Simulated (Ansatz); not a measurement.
Write the native input for Ansatz 0.2.0 that does the following.

```yaml
Task: band structure
Functional: r2SCAN
Potentials_or_basis: Ansatz PAW
Cutoff: "500 eV (not typed: the program's choice for these potentials)"
k_mesh: 7 × 7 × 7
Occupations: fermi-dirac, width 0.05 eV
Spin: spin-orbit coupling, no magnetisation
Path: "[[\"G\", \"X\", \"M\", \"G\", \"R\", \"X\"], [\"M\", \"R\"]]"
Points_for_each_segment_of_the_path: 14
```

Crystal: Ga.

```
Ga
1.0
     2.71648    0.00000    0.00000
     0.00000    2.71648    0.00000
     0.00000    0.00000    2.71648
Ga
1
Direct
  0.00000 0.00000 0.00000
```

The cell was built by a generator and needn't be a form met in nature.

One way to write it, as run:

input.yaml

```yaml
crystal:
  lattice:
    - [2.71648, 0.0, 0.0]
    - [0.0, 2.71648, 0.0]
    - [0.0, 0.0, 2.71648]
  atoms:
    - { symbol: Ga, position: [0.0, 0.0, 0.0] }
hamiltonian:
  xc: r2scan
  pseudopotentials: { kind: paw_fr }
magnetization:
  noncollinear: true
  spin_orbit: true
kpoints:
  mp_grid: { grid: [7, 7, 7] }
  band_path:
    path:
      - [[0.0, 0.0, 0.0], [0.0, 0.5, 0.0], [0.5, 0.5, 0.0], [0.0, 0.0, 0.0], [0.5, 0.5, 0.5], [0.0, 0.5, 0.0]]
      - [[0.5, 0.5, 0.0], [0.5, 0.5, 0.5]]
    npoints: 14
scf:
  occupations: { method: fermi_dirac, width: 0.05 }
  n_extra_bands: 6
output:
  forces: true
  stress: true
  eigenvalues: true
  fatbands: true
```

Potentials or basis: Ansatz PAW.

Command:

```bash
$ ansatz run input.yaml --threads 2 --pin off --max-ram 5632MiB --backend cpu --events-out ev --progress --plain --runs-dir out
```

Results of the run:

- Pressure: -3.7 GPa
- Band gap on the k mesh: none (metal or under the smearing width)

Caveat: the PAW data sets come from PBE, with cores solved anew for the run's functional, which leaves a small shift of forces and pressure.

Run time: 8.4 s on 2 threads of Arm Neoverse V1, with other jobs on the host, peak memory 0.36 GiB.
